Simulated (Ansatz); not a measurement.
**Eigenvalues along a path: Co (simple hexagonal type)**

```
CELL_PARAMETERS angstrom
1.88145 0.00000 0.00000
-0.94072 1.62938 0.00000
0.00000 0.00000 1.76458
ATOMIC_POSITIONS crystal
Co 0.00000 0.00000 0.00000
```

The cell comes from a relaxation on PAW files under the same functional, begun from a prototype that needn't be the stable phase.

Computed with Ansatz 0.2.0; functional PBE, scalar-relativistic. Settings: a Γ-centred 18×18×17 k mesh, Fermi–Dirac smearing of 0.1 eV, spin-polarised from start moments Co 1.7 μB. Methods: LAPW: all electrons, basis error target 1 meV/atom.

This run: volume at 0.45 of the series' base cell.

The start moments died away, and the runs ended non-magnetic.

Path points, in fractions of the reciprocal vectors: Γ (0.000, 0.000, 0.000), M (0.500, 0.000, 0.000), K (0.333, 0.333, 0.000), A (0.000, 0.000, 0.500), L (0.500, 0.000, 0.500), H (0.333, 0.333, 0.500). Levels in eV from the Fermi level; bands 9 to 14, counted from the lowest band of the run. The gap is zero, the pressure 796.3 GPa.

```
# k(1/Å) point b9 b10 b11 b12 b13 b14
0.000 Γ -13.42 -9.96 -4.94 -4.94 1.56 1.56
0.482 - -12.36 -9.52 -5.70 -4.11 0.89 1.44
0.964 - -10.39 -8.90 -5.82 -1.90 -0.56 1.16
1.446 - -10.74 -8.01 -2.60 -1.85 0.67 0.89
1.928 M -11.25 -7.43 -2.35 -0.36 0.78 1.90
2.206 - -10.82 -7.39 -2.26 -1.68 0.59 3.34
2.485 - -9.65 -7.27 -3.56 -2.01 0.10 5.61
2.763 - -8.08 -7.13 -5.26 -1.63 -0.54 8.07
3.041 K -7.07 -6.64 -6.64 -1.14 -1.14 10.69
3.598 - -8.10 -7.51 -6.00 -1.63 -0.06 4.97
4.154 - -9.23 -7.85 -7.66 -0.84 -0.22 0.85
4.711 - -12.04 -9.37 -5.98 -3.77 0.71 1.39
5.268 Γ -13.42 -9.96 -4.94 -4.94 1.56 1.56
5.713 - -12.59 -9.02 -4.78 -4.78 0.90 0.90
6.158 - -10.72 -6.45 -4.38 -4.38 -0.57 -0.57
6.603 - -8.65 -3.96 -3.96 -3.78 -1.91 -1.91
7.048 A -7.59 -3.78 -3.78 -2.83 -2.43 -2.43
7.530 - -6.64 -6.61 -4.21 -3.01 -2.71 1.81
8.012 - -9.86 -6.75 -3.36 -2.27 -1.01 6.18
8.494 - -11.98 -8.04 -3.98 1.24 1.68 9.63
8.976 L -12.72 -8.56 -4.22 2.27 3.74 10.97
9.254 - -12.52 -8.12 -4.91 1.54 3.67 11.91
9.533 - -11.95 -6.89 -6.51 -0.11 3.49 14.28
9.811 - -11.04 -8.30 -5.18 -1.91 3.26 17.36
10.089 H -9.83 -9.83 -3.51 -3.51 3.13 20.35
10.646 - -11.33 -6.96 -5.48 -2.53 3.44 14.06
11.202 - -10.34 -5.59 -4.36 -4.06 1.00 8.05
11.759 - -7.18 -6.27 -4.50 -2.86 -2.63 2.54
12.316 A -7.59 -3.78 -3.78 -2.83 -2.43 -2.43
```
